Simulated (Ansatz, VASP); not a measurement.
# One calculation of BP, two programs

```xyz
2
Lattice="0.0000 2.2690 2.2690 2.2690 0.0000 2.2690 2.2690 2.2690 0.0000" Properties=species:S:1:pos:R:3 pbc="T T T"
B     0.0000    0.0000    0.0000
P     3.4035    3.4035    3.4035
```

Alike in both runs: task single point; functional PBEsol; k mesh 16 × 16 × 16; occupations gaussian, width 0.05 eV; no spin polarisation.

|  | VASP | Ansatz |
| --- | --- | --- |
| version | VASP 6.6.1 | Ansatz 0.2.0 |
| potentials or method | VASP PAW PBE potentials, release 64 (B, P) | scalar-relativistic, plane waves, PAW |
| plane-wave cutoff (eV) | 520 | 420 |
| valence electrons in the cell | 8 | 8 |

|  | VASP | Ansatz | Ansatz less VASP |
| --- | --- | --- | --- |
| gap on the k mesh at the Fermi level (eV) | 1.14 | 1.14 | +0.003 |
| pressure (GPa) | -1.9 | -2.0 | -0.10 |

Caveats: the PAW data sets were made with another functional, which shifts forces and pressure a little (VASP). As with any semilocal functional, this PBEsol gap is likely too small. A k mesh can miss the band edges.
